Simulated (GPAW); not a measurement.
Crystal: P.

```
P
1.0
     5.03739    0.09949   -0.51999
     0.09949    4.15572   -0.11625
    -0.53278   -0.11911    3.71478
P
1
Direct
  0.00000 0.00000 0.00000
```

The cell isn't the ideal one: cell sheared at random, sigma 0.1, atoms nudged by 0.01 Å.

```yaml
Program: GPAW 26.7.0
Task: relaxation of cell and atoms
Functional: PBE
Potentials_or_basis: GPAW PAW data sets (gpaw-data 1.2.1)
Cutoff: 600 eV
Basis: pw
k_mesh: 6 × 7 × 7
Occupations: fermi-dirac, width 0.05 eV
Spin: no spin polarisation
```

At the start: pressure -4.1 GPa; volume 76.52 Å³/atom.

Q: How do energy, volume and symmetry change on relaxing?

A: Over 45 steps the energy falls by 3933.0 meV/atom and the volume is 15.10 Å³/atom (-80.3 %); space group P4/mmm (No. 123, to 0.05 Å).

The path:
```csv
step,energy change (eV),largest force (eV/Å),pressure (GPa),volume (Å³)
1,0.0000,0.0000,-4.06,76.52
3,-1.4339,0.0000,-8.27,49.63
5,-2.8315,0.0000,15.27,24.32
7,-3.2120,0.0000,-2.65,27.35
9,-3.4586,0.0000,5.12,23.90
11,-3.5356,0.0000,-0.96,25.02
13,-3.5372,0.0000,-0.17,24.67
15,-3.5571,0.0000,0.26,22.33
17,-3.5917,0.0000,0.60,18.93
19,-3.7147,0.0000,0.21,16.46
21,-3.8470,0.0000,2.82,14.63
23,-3.8959,0.0000,-3.42,15.51
25,-3.3258,0.0000,37.83,12.65
27,-3.9295,0.0000,1.10,14.89
29,-3.9309,0.0000,1.52,14.86
31,-3.9313,0.0000,1.32,14.89
33,-3.9315,0.0000,1.14,14.92
35,-3.9316,0.0000,1.05,14.94
37,-3.9317,0.0000,0.97,14.95
39,-3.9320,0.0000,0.82,14.98
41,-3.9325,0.0000,0.51,15.03
43,-3.9330,0.0000,0.08,15.09
45,-3.9330,0.0000,0.00,15.10
```

Final structure:
```yaml
crystal:
  lattice:
    - [2.43352, 0.01944, -0.15744]
    - [-0.02046, 2.48847, -0.01642]
    - [0.15983, 0.01759, 2.48358]
  atoms:
    - { symbol: P, position: [0.00000, 0.00000, 0.00000] }
```

Caveat: later steps reuse the first step's grids; the volume moved by over 15 % at a fixed basis, so the end points are rough.
